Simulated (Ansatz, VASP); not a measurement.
# Two plane-wave programs on Ag

```
Ag
1.0
     0.00000    2.04310    2.04310
     2.04310    0.00000    2.04310
     2.04310    2.04310    0.00000
Ag
1
Direct
  0.00000 0.00000 0.00000
```

Alike in both runs: task electric field gradients; functional LDA; k mesh 15 × 15 × 15; occupations fermi-dirac, width 0.03 eV; no spin polarisation.

|  | VASP | Ansatz |
| --- | --- | --- |
| version | VASP 6.6.1 | Ansatz 0.2.0 |
| potentials or method | VASP PAW LDA potentials, release 64 (Ag) | PAW with Ansatz's default frozen-core files, scalar-relativistic |
| plane-wave cutoff (eV) | 520 | 420 |
| valence electrons in the cell | 11 | 19 |

Ansatz gave:

- pressure (GPa): -7.5
- Vzz of the field gradient on the site that differs most (V/Å²): 0.0

Problem. Which values does VASP return?

Solution. Pressure (GPa): -7.3; Vzz of the field gradient on the site that differs most (V/Å²): 0.0.

The two sets of potentials don't hold the same shells in valence. Ansatz warned: «gradients_without_spin_orbit».
